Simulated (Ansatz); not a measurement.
The system is Bi2Se3 (Paraguanajuatite).

```
Bi Se
1.0
     2.07150    1.19598    9.54533
    -2.07150    1.19598    9.54533
     0.00000   -2.39196    9.54533
Bi Se
2 3
Cartesian
  0.0000 0.0000 17.1587
  0.0000 0.0000 11.4773
  0.0000 0.0000 22.5738
  0.0000 0.0000 6.0622
  0.0000 0.0000 0.0000
```

Base run:

```yaml
Program: Ansatz 0.2.0
Functional: PBEsol
Potentials_or_basis: Ansatz PAW
Cutoff: "420 eV (not typed: the program's choice for these potentials)"
k_mesh: 8 × 8 × 8
Occupations: fermi-dirac, width 0.05 eV
Spin: no spin polarisation
```

Its results: band gap on the k mesh 0.14 eV, direct; pressure -0.3 GPa; largest force 0.154 eV/Å.

Q: The run is repeated on the same cell with these changes: functional from PBEsol to PBE; k mesh from 8 × 8 × 8 to 3 × 3 × 3. What comes out?

A: Band gap on the k mesh 0.24 eV, direct; pressure 2.5 GPa; largest force 0.097 eV/Å.

Several settings changed at once, so the effect can't be laid on one alone.

Caveats: some runs use coarse meshes; spin-orbit coupling is left out, which as a rule narrows the gap of such compounds by several tenths of an eV; the PAW data sets come from PBE, with cores solved anew for the run's functional, which leaves a small shift of forces and pressure (some runs); odd divisions of the mesh miss points on the zone boundary, where band edges often lie, so the gap on the mesh can be too wide (some runs).
